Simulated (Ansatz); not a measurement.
The system is Pt.

```
CELL_PARAMETERS angstrom
0.00000 1.96090 1.96090
1.96090 0.00000 1.96090
1.96090 1.96090 0.00000
ATOMIC_POSITIONS crystal
Pt 0.00000 0.00000 0.00000
```

- Program: Ansatz 0.2.0
- Task: relaxation of cell and atoms
- Functional: RPBE
- Dispersion: D3(BJ)
- Potentials or basis: Ansatz PAW
- Cutoff: 420 eV (not typed: the program's choice for these potentials)
- k mesh: 12 × 12 × 12
- Occupations: fermi-dirac, width 0.05 eV
- Spin: no spin polarisation

At the start: volume 15.08 Å³/atom.

**Question.** How do energy, volume and symmetry change on relaxing?

**Answer.** It ends after 8 steps and the volume is 13.53 Å³/atom (-10.2 %); space group Fm-3m (No. 225, to 0.05 Å).

The path:
```
step  energy change (eV)  largest force (eV/Å)  volume (Å³)
   1              0.0000                0.0000        15.08
   2             -0.1568                0.0000        12.98
   3             -0.1870                0.0000        13.66
   4             -0.1887                0.0000        13.53
   5             -0.1887                0.0000        13.53
   6             -0.1875                0.0000        13.53
   7             -0.1875                0.0000        13.53
   8             -0.1875                0.0000        13.53
```

Final structure:
```
CELL_PARAMETERS angstrom
0.00000 1.89148 1.89148
1.89148 0.00000 1.89148
1.89148 1.89148 0.00000
ATOMIC_POSITIONS crystal
Pt 0.00000 0.00000 0.00000
```

Caveat: the plane-wave basis is chosen anew once the cell has moved, so the energies of steps on either side of that aren't comparable; the volume moved by -10 % from the deposited cell, more than functionals usually miss; the PAW data sets come from PBE, with cores solved anew for the run's functional, which leaves a small shift of forces and pressure.
